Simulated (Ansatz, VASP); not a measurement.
## Bi: VASP beside Ansatz

```
Bi
1.0
    -1.98487    1.98487    1.98487
     1.98487   -1.98487    1.98487
     1.98487    1.98487   -1.98487
Bi
1
Direct
  0.00000 0.00000 0.00000
```

Alike in both runs: task single point; functional PBE; k mesh 14 × 14 × 14; occupations gaussian, width 0.05 eV; no spin polarisation.

|  | VASP | Ansatz |
| --- | --- | --- |
| version | VASP 6.6.1 | Ansatz 0.2.0 |
| potentials or method | VASP PAW PBE potentials, release 64 (Bi_d) | scalar-relativistic, plane waves, PAW |
| plane-wave cutoff (eV) | 520 | 420 |
| valence electrons in the cell | 15 | 15 |

|  | VASP | Ansatz | Ansatz less VASP |
| --- | --- | --- | --- |
| gap on the k mesh at the Fermi level (eV) | none | none | - |
| pressure (GPa) | 0.4 | 0.4 | +0.05 |

A gap of «none» marks a metal or a gap that the smearing closes. The functional is the same, so the differences come from potentials, cutoffs and numerics.

Caveats: spin-orbit coupling is left out, which moves the levels of the heavy elements.
